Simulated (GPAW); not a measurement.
# SnTe (F-43m) in GPAW: a series of runs, part 2 of 3

GPAW 26.7.0. Earlier steps stand in the parts before.

### Step 3. Optical spectrum, RPBE

Input file run.py:

```python
import spglib
from ase import Atoms
from ase.dft.bandgap import bandgap
from ase.io import read, write
from gpaw import GPAW, PW
from gpaw.response.df import DielectricFunction

atoms = read('SnTe.cif')
cell, positions, numbers = spglib.find_primitive(
    (atoms.cell[:], atoms.get_scaled_positions(), atoms.numbers), symprec=1e-4)
atoms = Atoms(numbers, cell=cell, scaled_positions=positions, pbc=True)

calc = GPAW(mode=PW(450),
            xc='RPBE',
            kpts={'size': (5, 5, 5), 'gamma': True},
            occupations={'name': 'fermi-dirac', 'width': 0.001},
            setups={'Te': '16'},
            nbands=-9,
            convergence={'density': 1e-06},
            maxiter=150,
            txt='gpaw.txt')
atoms.calc = calc
energy = atoms.get_potential_energy()
calc.write('gs.gpw')
write('result.traj', atoms)
print(f'Energy: {energy:.6f} eV')
print('Fermi level:', round(calc.get_fermi_level(), 4), 'eV')
print(f'Gap: {bandgap(calc)[0]:.4f} eV, direct: {bandgap(calc, direct=True)[0]:.4f} eV')

dense = calc.fixed_density(kpts={'size': (16, 16, 16), 'gamma': True},
                           nbands=53, convergence={'bands': 47, 'eigenstates': 1e-7},
                           update_fermi_level=True, txt='dense.txt')
dense.write('dense.gpw', mode='all')

df = DielectricFunction('dense.gpw', frequencies={'type': 'nonlinear', 'domega0': 0.05, 'omega2': 10},
                        eta=0.15, ecut=40, nbands=47, intraband=False, txt='df.txt')
for direction in ['x']:
    df.get_dielectric_function(xc='RPA', direction=direction, filename=f'df_{direction}.csv')
    e0, e = df.get_macroscopic_dielectric_constant(xc='RPA', direction=direction)
    print(f'{direction}: static eps {e0:.4f} without, {e:.4f} with local fields')
```

Input file SnTe.cif:

```cif
data_SnTe
_cell_length_a 7.22229200
_cell_length_b 7.22229200
_cell_length_c 7.22229200
_cell_angle_alpha 90.00000000
_cell_angle_beta 90.00000000
_cell_angle_gamma 90.00000000
_space_group_name_H-M_alt 'F-43m'
_space_group_name_Hall 'F -4 2 3'
_space_group_IT_number 216
loop_
_space_group_symop_operation_xyz
'x,y,z'
'y,-x,-z'
'-x,-y,z'
'-y,x,-z'
'x,-y,-z'
'y,x,z'
'-x,y,-z'
'-y,-x,z'
'z,x,y'
'-z,y,-x'
'z,-x,-y'
'-z,-y,x'
'-z,x,-y'
'z,y,x'
'-z,-x,y'
'z,-y,-x'
'y,z,x'
'-x,-z,y'
'-y,z,-x'
'x,-z,-y'
'-y,-z,x'
'x,z,y'
'y,-z,-x'
'-x,z,-y'
'x,y+1/2,z+1/2'
'y,-x+1/2,-z+1/2'
'-x,-y+1/2,z+1/2'
'-y,x+1/2,-z+1/2'
'x,-y+1/2,-z+1/2'
'y,x+1/2,z+1/2'
'-x,y+1/2,-z+1/2'
'-y,-x+1/2,z+1/2'
'z,x+1/2,y+1/2'
'-z,y+1/2,-x+1/2'
'z,-x+1/2,-y+1/2'
'-z,-y+1/2,x+1/2'
'-z,x+1/2,-y+1/2'
'z,y+1/2,x+1/2'
'-z,-x+1/2,y+1/2'
'z,-y+1/2,-x+1/2'
'y,z+1/2,x+1/2'
'-x,-z+1/2,y+1/2'
'-y,z+1/2,-x+1/2'
'x,-z+1/2,-y+1/2'
'-y,-z+1/2,x+1/2'
'x,z+1/2,y+1/2'
'y,-z+1/2,-x+1/2'
'-x,z+1/2,-y+1/2'
'x+1/2,y,z+1/2'
'y+1/2,-x,-z+1/2'
'-x+1/2,-y,z+1/2'
'-y+1/2,x,-z+1/2'
'x+1/2,-y,-z+1/2'
'y+1/2,x,z+1/2'
'-x+1/2,y,-z+1/2'
'-y+1/2,-x,z+1/2'
'z+1/2,x,y+1/2'
'-z+1/2,y,-x+1/2'
'z+1/2,-x,-y+1/2'
'-z+1/2,-y,x+1/2'
'-z+1/2,x,-y+1/2'
'z+1/2,y,x+1/2'
'-z+1/2,-x,y+1/2'
'z+1/2,-y,-x+1/2'
'y+1/2,z,x+1/2'
'-x+1/2,-z,y+1/2'
'-y+1/2,z,-x+1/2'
'x+1/2,-z,-y+1/2'
'-y+1/2,-z,x+1/2'
'x+1/2,z,y+1/2'
'y+1/2,-z,-x+1/2'
'-x+1/2,z,-y+1/2'
'x+1/2,y+1/2,z'
'y+1/2,-x+1/2,-z'
'-x+1/2,-y+1/2,z'
'-y+1/2,x+1/2,-z'
'x+1/2,-y+1/2,-z'
'y+1/2,x+1/2,z'
'-x+1/2,y+1/2,-z'
'-y+1/2,-x+1/2,z'
'z+1/2,x+1/2,y'
'-z+1/2,y+1/2,-x'
'z+1/2,-x+1/2,-y'
'-z+1/2,-y+1/2,x'
'-z+1/2,x+1/2,-y'
'z+1/2,y+1/2,x'
'-z+1/2,-x+1/2,y'
'z+1/2,-y+1/2,-x'
'y+1/2,z+1/2,x'
'-x+1/2,-z+1/2,y'
'-y+1/2,z+1/2,-x'
'x+1/2,-z+1/2,-y'
'-y+1/2,-z+1/2,x'
'x+1/2,z+1/2,y'
'y+1/2,-z+1/2,-x'
'-x+1/2,z+1/2,-y'
loop_
_atom_site_label
_atom_site_type_symbol
_atom_site_symmetry_multiplicity
_atom_site_Wyckoff_symbol
_atom_site_fract_x
_atom_site_fract_y
_atom_site_fract_z
_atom_site_occupancy
Te1 Te 4 d 0.2500000000 0.2500000000 0.7500000000 1
Sn1 Sn 4 a 0.0000000000 0.0000000000 0.0000000000 1
```

Potentials or basis: the program's PAW data sets (release 1.2.1) made for this functional, other valence, pw.

Run with:

```sh
$ OMP_NUM_THREADS=1 python run.py
```

gpaw.txt:

```text
__  _  _
 | _ |_)|_||  |
 |__||  | ||/\| - 26.7.0

Input parameters:
  mode=PW(ecut=450.00000000000006),
  convergence={'density': 1e-06},
  kpts=MonkhorstPack(size=(5, 5, 5), gamma=True),
  maxiter=150,
  nbands=-9,
  occupations=Occupations(name='fermi-dirac', width=0.001),
  setups={'Te': '16'},
  xc=XC(name='RPBE')

Diagonalizing LCAO Hamiltonian
Converting LCAO to pw mode

                        Te

       Sn

Atoms  # Å, Bohr magnetons
|   | symbol |        x |        y |        z |    initial magnetic moments |
|---|--------|----------|----------|----------|-----------------------------|
| 0 |     Te | 5.416719 | 5.416719 | 5.416719 | ( 0.0000,  0.0000,  0.0000) |
| 1 |     Sn | 0.000000 | 0.000000 | 0.000000 | ( 0.0000,  0.0000,  0.0000) |

Unit cell  # Å
| periodic |        x |        y |        z |  lengths |    angles |
|----------|----------|----------|----------|----------|-----------|
|      yes | 0.000000 | 3.611146 | 3.611146 | 5.106932 | 60.000000 |
|      yes | 3.611146 | 0.000000 | 3.611146 | 5.106932 | 60.000000 |
|      yes | 3.611146 | 3.611146 | 0.000000 | 5.106932 | 60.000000 |

Number of symmetries: 24
Symmetry operations  # r_c * U_cc + t_c -> r_c
|    | kind |            matrix            |
|----|------|------------------------------|
|  0 |  E   |  1, 0, 0,  0, 1, 0,  0, 0, 1 |
|  1 |  σ   |  1, 0, 0,  0, 0, 1,  0, 1, 0 |
|  2 |  σ   |  1, 0,-1,  0, 1,-1,  0, 0,-1 |
|  3 |  C3  |  1, 0,-1,  0, 0,-1,  0, 1,-1 |
|  4 |  C3  |  1,-1, 0,  0,-1, 1,  0,-1, 0 |
|  5 |  σ   |  1,-1, 0,  0,-1, 0,  0,-1, 1 |
|  6 |  σ   |  0, 1, 0,  1, 0, 0,  0, 0, 1 |
|  7 |  C3  |  0, 1, 0,  0, 0, 1,  1, 0, 0 |
|  8 |  C2  |  0, 1,-1,  1, 0,-1,  0, 0,-1 |
|  9 |  S4  |  0, 1,-1,  0, 0,-1,  1, 0,-1 |
| 10 |  C3  |  0, 0, 1,  1, 0, 0,  0, 1, 0 |
| 11 |  σ   |  0, 0, 1,  0, 1, 0,  1, 0, 0 |
| 12 |  S4  |  0, 0,-1,  1, 0,-1,  0, 1,-1 |
| 13 |  C3  |  0, 0,-1,  0, 1,-1,  1, 0,-1 |
| 14 |  S4  |  0,-1, 1,  1,-1, 0,  0,-1, 0 |
| 15 |  C2  |  0,-1, 1,  0,-1, 0,  1,-1, 0 |
| 16 |  C3  |  0,-1, 0,  1,-1, 0,  0,-1, 1 |
| 17 |  S4  |  0,-1, 0,  0,-1, 1,  1,-1, 0 |
| 18 |  S4  | -1, 1, 0, -1, 0, 1, -1, 0, 0 |
| 19 |  C3  | -1, 1, 0, -1, 0, 0, -1, 0, 1 |
| 20 |  C3  | -1, 0, 1, -1, 1, 0, -1, 0, 0 |
| 21 |  S4  | -1, 0, 1, -1, 0, 0, -1, 1, 0 |
| 22 |  σ   | -1, 0, 0, -1, 1, 0, -1, 0, 1 |
| 23 |  C2  | -1, 0, 0, -1, 0, 1, -1, 1, 0 |

BZ-sampling:
  Number of BZ points: 125
  Number of IBZ points: 10

[... 61 lines left out ...]
    |    p |        |      21.294 |    1.164 |
    |    d |        |     -14.443 |    1.164 |

    Using partial waves for Te as LCAO basis

  Sn:
    name:    Tin
    Z:       50.0
    valence: 14
    core:    36
    charge:  0.0  # [|e|]
    compensation charges:
      type: gauss
      rc: 0.38  # [Å]
      lmax: 2
    cutoffs:
      filter: 2.23  # [Å]
      core: 2.35  # [Å]
    projectors
    | kind |    occ | energy [eV] | rcut [Å] |
    |------|--------|-------------|----------|
    |   5s |  2.000 |     -10.465 |    1.201 |
    |   5p |  2.000 |      -3.644 |    1.270 |
    |   4d | 10.000 |     -25.852 |    1.185 |
    |    s |        |      16.747 |    1.201 |
    |    p |        |      23.567 |    1.270 |
    |    d |        |       1.359 |    1.185 |

    Using partial waves for Sn as LCAO basis

Reference energy: -352819.508021  # eV

eigensolver:
  PPCG
  Converge bands: occupied
  niter=2

density mixing:
  MSR1-Mixer
  Pratt-step length: 0.05
  Maximum mixing coefficient: 0.75
  Old densities: 10
  SVD Regularization: 0.005
  Good broyden scale: 1.0
  Trust region scale: 1.0
  Backstep threshold: 4.0
  History deletion threshold: 6.0
  Fourier metric: weight=20.0, sigma=0.015

occupation numbers:
  Fermi-Dirac:
    width: 0.0010  # eV

poisson solver:
  ecut: 3600.0000000000005  # eV

xc functional:
  name: RPBE with 2 nearest neighbor stencil

convergence criteria:
- Maximum integral of absolute [dens]ity change: 1e-06 electrons / valence electron
- Maximum [total energy] change in last 3 cyles: 0.0005 eV / valence electron
- Maximum integral of absolute [eigenst]ate change: 4e-08 eV^2 / valence electron
maximum number of iterations: 150

SCF iterations
|iter     | |      energy | eigst |  dens |
|---------|-|-------------|-------|-------|
|iter:   1| |   -6.737920 | -0.56 |       |
|iter:   2| |   -6.708479 | -2.56 | -1.46 |
|iter:   3| |   -6.622410 | -2.53 | -1.51 |
|iter:   4| |   -6.626588 | -3.70 | -2.08 |
|iter:   5| |   -6.627577c| -4.16 | -2.48 |
|iter:   6| |   -6.627655c| -5.22 | -3.21 |
|iter:   7| |   -6.627659c| -6.34 | -3.89 |
|iter:   8| |   -6.627660c| -7.15 | -4.47 |
|iter:   9| |   -6.627660c| -7.54c| -5.10 |
|iter:  10| |   -6.627660c| -7.96c| -5.60 |
|iter:  11| |   -6.627660c| -8.46c| -6.27c|

Converged in 11 steps
Energy contributions relative to reference atoms: (reference = -352819.508021)

Energy contributions:
  Kinetic:          12.557487
  Coulomb:         -13.399193
  Zero:             -0.046520
  External:          0.000000
  Xc:               -5.739434
  Entropy:          -0.000000
  Spinorbit:         0.000000
  ----------------------------
  Free energy:      -6.627660
  Extrapolated:     -6.627660

dipole moment: (-20.814161, -20.814161, -20.814161)  # |e|*Ang

Fermi level: 3.069
Eigenvalues  # (at kpt = [0.000, 0.000, 0.000])
| band index |      eig [eV] | occ [0-2] |
|------------|---------------|-----------|
|          0 |       -33.641 |     2.000 |
|        ... |               |           |
|          7 |       -18.867 |     2.000 |
|          8 |       -18.859 |     2.000 |
|          9 |       -18.859 |     2.000 |
|         10 |        -8.499 |     2.000 |
|         11 |        -2.120 |     2.000 |
|         12 |         1.031 |     2.000 |
[... 9 lines left out ...]
|         22 |        10.771 |     0.000 |
|         23 |        10.771 |     0.000 |

Gap: 0.479 eV
Transition (v -> c):
  (s=0, k=3, n=14, [0.40, 0.20, -0.20]) -> (s=0, k=7, n=15, [0.40, 0.40, 0.00])
Direct/indirect transitions are different
Direct gap: 0.901 eV
Transition at: (s=0, k=7, n=14, [0.40, 0.40, 0.00])
# Writing to gs.gpw (mode='')
```

Run time: 6 min. Hardware: 1 thread of Arm Neoverse V1, shared host; peak memory 0.72 GiB.

Results:

```yaml
Free_energy: -6.6277 eV
Band_gap_on_the_k_mesh: 0.48 eV, indirect (least direct gap 0.90 eV)
```

Dielectric function (mean over the directions given):
```csv
energy (eV),real part,imaginary part
0.25,11.71,0.28
0.67,13.36,1.46
1.15,11.89,7.73
1.66,6.89,7.22
2.18,6.45,5.34
2.66,7.79,5.71
3.17,8.06,11.13
3.56,1.33,13.36
4.03,-1.50,7.85
4.51,-2.30,6.30
5.01,-1.69,3.99
5.53,-0.94,3.56
6.07,-1.07,3.20
6.55,-1.10,3.12
6.87,-1.66,2.38
7.38,-0.90,1.50
7.90,-0.59,1.51
8.43,-0.41,1.34
8.89,-0.34,1.25
9.47,-0.20,1.02
9.76,-0.12,1.01
10.26,-0.02,0.99
10.78,-0.12,1.04
11.31,-0.23,0.64
11.85,0.05,0.53
12.30,0.15,0.49
12.77,0.21,0.48
13.24,0.28,0.44
13.72,0.35,0.44
14.22,0.41,0.48
14.73,0.30,0.50
15.26,0.30,0.35
15.80,0.36,0.30
16.21,0.41,0.24
16.78,0.47,0.22
17.36,0.52,0.21
17.96,0.56,0.19
18.58,0.58,0.18
19.22,0.63,0.17
19.87,0.66,0.15
```

Caveat: with so narrow a direct gap the onset needs a denser k mesh; the long-wavelength limit can be off by a per cent or two; independent-particle spectra lack excitons; spin-orbit coupling is left out, which moves the levels of the heavy elements. A k mesh can miss the band edges.

[end of part 2 of 3]
